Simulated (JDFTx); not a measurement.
The system is TePb.

```
Pb Te
1.0
     0.00000    3.23100    3.23100
     3.23100    0.00000    3.23100
     3.23100    3.23100    0.00000
Pb Te
1 1
Direct
  0.00000 0.00000 0.00000
  0.50000 0.50000 0.50000
```

Base run:

* Program: JDFTx 1.7.0 (patched build)
* Functional: PBEsol
* Potentials or basis: PseudoDojo-SR-PBEsol-0.4.1-standard with smoothed tails
* Cutoff: 1088 eV
* Density cutoff: 8708 eV
* k mesh: 7 × 7 × 7
* Occupations: fermi-dirac, width 0.05 eV
* Spin: no spin polarisation

Its results: pressure -0.4 GPa.

Question: The run is repeated on the same cell with these changes: functional from PBEsol to LDA; potentials or basis from PseudoDojo-SR-PBEsol-0.4.1-standard with smoothed tails to PseudoDojo-SR-LDA-0.4.1-standard with smoothed tails. What comes out?

Answer: Pressure -1.7 GPa.
